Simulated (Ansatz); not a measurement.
ZrO2:
```
ZrO2
1.0
    5.12756     0.00000     0.00000
    0.00000     5.21156     0.00000
   -0.88319     0.00000     5.22143
Zr O
4 8
Direct
  0.72285   0.95672   0.79050
  0.27715   0.04328   0.20950
  0.27715   0.45672   0.70950
  0.72285   0.54328   0.29050
  0.07005   0.16344   0.84128
  0.92995   0.83656   0.15872
  0.92995   0.66344   0.65872
  0.07005   0.33656   0.34128
  0.55137   0.25772   0.02052
  0.44863   0.74228   0.97948
  0.44863   0.75772   0.47948
  0.55137   0.24228   0.52052
```

Relaxed with PBEsol.

Task: Give the optical modes at the zone centre with their infrared activity from DFPT, DFT-PBEsol in the program Ansatz with PAW potentials.

Result: Transverse frequencies, without the LO–TO term; a row sums one degenerate level.

```
ω (cm⁻¹)  degeneracy  IR ((D/Å)²/amu)     activity  symmetry
--------  ----------  ---------------  -----------  --------
107                1             0.00  IR-inactive        Ag
168                1             0.00  IR-inactive        Bg
174                1             0.00  IR-inactive        Ag
175                1             0.07           IR        Au
183                1             0.00  IR-inactive        Ag
219                1            17.24           IR        Bu
220                1             0.00  IR-inactive        Bg
238                1             0.01           IR        Au
249                1            19.38           IR        Au
296                1             3.11           IR        Bu
307                1             0.00  IR-inactive        Ag
309                1            71.77           IR        Bu
313                1             0.00  IR-inactive        Bg
324                1             0.00  IR-inactive        Bg
338                1             0.00  IR-inactive        Ag
341                1            30.31           IR        Au
349                1            55.14           IR        Bu
375                1             0.00  IR-inactive        Ag
377                1             0.00  IR-inactive        Bg
390                1            52.15           IR        Au
404                1            30.31           IR        Bu
459                1             0.00  IR-inactive        Ag
468                1            18.53           IR        Au
475                1            30.88           IR        Bu
480                1             0.00  IR-inactive        Bg
525                1             0.00  IR-inactive        Bg
536                1             0.00  IR-inactive        Ag
561                1            14.45           IR        Au
592                1             0.00  IR-inactive        Bg
618                1             0.00  IR-inactive        Ag
626                1             0.12           IR        Au
703                1            18.16           IR        Bu
736                1             0.00  IR-inactive        Bg
```

Task: How high does the top mode go among those that the LO–TO term moves?

Result: 794 cm⁻¹ for q along x, 743 cm⁻¹ for q along y, 707 cm⁻¹ for q along z.

Space group P2_1/c. The cell was relaxed with PBEsol under the symmetry of its start. The run is not spin-polarised.

Potentials: the earlier of the program's two PAW sets. The files were generated under PBE; for other functionals the program regenerates the frozen cores, and for LDA and PBEsol the local potential too.
